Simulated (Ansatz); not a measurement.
**Ni: one candidate structure**

Aim: relax Ni from this start, F type (C2/c, No. 15), and see where it ends.

Program: Ansatz 0.2.0. Level of theory: DFT PBE, scalar-relativistic, plane waves, PAW. These are calculated values, not measurements.

**1. The starting structure**

The structure is monoclinic, space group C2/c (No. 15). Conventional cell: a = 5.035 Å, b = 3.003 Å, c = 6.665 Å, α = 90.00°, β = 102.17°, γ = 90.00°. Ni (site symmetry 1) is surrounded by 1 Ni at 1.36 Å.

Structure file:

```
Ni
1.0
     2.51760   -1.50140    0.00000
     2.51760    1.50140    0.00000
    -1.40502    0.00000    6.51498
Ni
4
Direct
  0.96800 0.60200 0.09970
  0.39800 0.03200 0.40030
  0.03200 0.39800 0.90030
  0.60200 0.96800 0.59970
```

(A quick probe on a coarse mesh, which set the mesh and smearing, is not shown.)

**3. Rough relaxation on the coarse mesh**

Input file input.yaml:

```yaml
crystal:
  lattice:
    - [2.5175978157, -1.5014037883, 0.0]
    - [2.5175978157, 1.5014037883, 0.0]
    - [-1.405020989, 0.0, 6.514984698]
  atoms:
    - { symbol: Ni, position: [0.968, 0.602, 0.0997], spin: 0.75 }
    - { symbol: Ni, position: [0.398, 0.032, 0.4003], spin: 0.75 }
    - { symbol: Ni, position: [0.032, 0.398, 0.9003], spin: 0.75 }
    - { symbol: Ni, position: [0.602, 0.968, 0.5997], spin: 0.75 }
basis:
  ecutwfc: 420
kpoints:
  mp_grid: { grid: [6, 6, 4] }
hamiltonian:
  xc: pbe
scf:
  occupations: { method: gaussian, width: 0.1 }
  lower_state_search: "off"
output:
  forces: true
  stress: true
  eigenvalues: true
  populations: true
magnetization:
  spin_polarized: true
relax:
  adjacent_minimum: "off"
  f_tol: 0.04
  max_steps: 70
  cell: { stress_tol: 0.4 }
```

The session goes on with these runs: full relaxation.

What does the calculation give?

As calculated:

```
           quantity                                                                      value
cell (conventional)  a = 3.519 Å, b = 3.519 Å, c = 3.519 Å, α = 90.00°, β = 90.00°, γ = 90.00°
        space group                                                            Fm-3m (No. 225)
             volume                                                              10.89 Å³/atom
    gap on the mesh                                                               none (metal)
     largest moment                                                                    0.68 μB
```

**Reading.** The structure ended in another space group than at the start: C2/c to Fm-3m. Where forces pass 15 eV/Å atoms stand far too close, the PAW spheres overlap strongly and those numbers are rough.
